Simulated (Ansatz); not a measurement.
Crystal: Ta.

```xyz
1
Lattice="-1.6513 1.6513 1.6513 1.6513 -1.6513 1.6513 1.6513 1.6513 -1.6513" Properties=species:S:1:pos:R:3 pbc="T T T"
Ta    0.0000    0.0000    0.0000
```

Base run:

| Property | Result |
| --- | --- |
| Program | Ansatz 0.2.0 |
| Functional | PBEsol |
| Potentials or basis | all-electron LAPW, scalar-relativistic |
| Cutoff | 262 eV |
| Density cutoff | 1047 eV |
| Basis error allowed | 0.001 eV/atom |
| k mesh | 11 × 11 × 11 |
| Occupations | fermi-dirac, width 0.05 eV |
| Spin | no spin polarisation |

Its results: pressure -4.4 GPa.

Task: The run is repeated on the same cell with these changes: functional from PBEsol to LDA. What comes out?

Result: Pressure -9.5 GPa.

LDA binds more tightly than PBEsol, so the same cell stands under less pressure.

Not every run made on this cell is shown here.
